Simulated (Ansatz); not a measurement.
# Cu4Ni: the cost of one run

Computed with Ansatz 0.2.0 (DFT PBE, scalar-relativistic, plane waves, PAW, unless a step's input says otherwise).

4 further runs of the same task are left out: 3 that didn't finish, 1 set aside as unsound or not needed.

## 1. The structure to begin with

Symmetry: I4/m, No. 87, tetragonal system. Conventional cell: a = 5.783 Å, b = 5.783 Å, c = 3.657 Å, α = 90.00°, β = 90.00°, γ = 90.00°. Cu (site symmetry m) has 9 Cu at 2.59 Å and 3 Ni at 2.59 Å as nearest neighbours. Around Ni (site symmetry 4/m) lie 12 Cu at 2.59 Å.

Coordinates:

```
CELL_PARAMETERS angstrom
-2.89138 2.89138 1.82867
2.89138 -2.89138 1.82867
2.89138 2.89138 -1.82867
ATOMIC_POSITIONS crystal
Cu 0.70000 0.90000 0.60000
Cu 0.30000 0.10000 0.40000
Cu 0.10000 0.70000 0.80000
Cu 0.90000 0.30000 0.20000
Ni 0.50000 0.50000 0.00000
```

The start is an ordering of an alloy on its end members' structure types: elements ordered on the sites of the Si type, Cu/Ni on Si (I4/m, No. 87).

## 2. The guess as it stands, on a coarse mesh

The input, input.yaml:

```yaml
crystal:
  lattice:
    - [-2.89137991, 2.89137991, 1.82866922]
    - [2.89137991, -2.89137991, 1.82866922]
    - [2.89137991, 2.89137991, -1.82866922]
  atoms:
    - { symbol: Cu, position: [0.7, 0.9, 0.6] }
    - { symbol: Cu, position: [0.3, 0.1, 0.4] }
    - { symbol: Cu, position: [0.1, 0.7, 0.8] }
    - { symbol: Cu, position: [0.9, 0.3, 0.2] }
    - { symbol: Ni, position: [0.5, 0.5, 0.0], spin: 2.0 }
basis:
  ecutwfc: 420
kpoints:
  mp_grid: { grid: [6, 6, 6] }
hamiltonian:
  xc: pbe
scf:
  occupations: { method: gaussian, width: 0.1 }
  lower_state_search: "off"
output:
  forces: true
  stress: true
  eigenvalues: true
  populations: true
magnetization:
  spin_polarized: true
```

The run is started by

```bash
$ ansatz run input.yaml --threads 1 --pin off --max-ram 2560MiB --backend cpu --events-out ev --progress --plain --runs-dir out
```

Q: Estimate wall time and peak memory on 1 thread of Intel Xeon Platinum 8259CL at 2.50GHz (Skylake/Cascade Lake), shared host.

About 37 s, with a peak of 0.5 GiB.
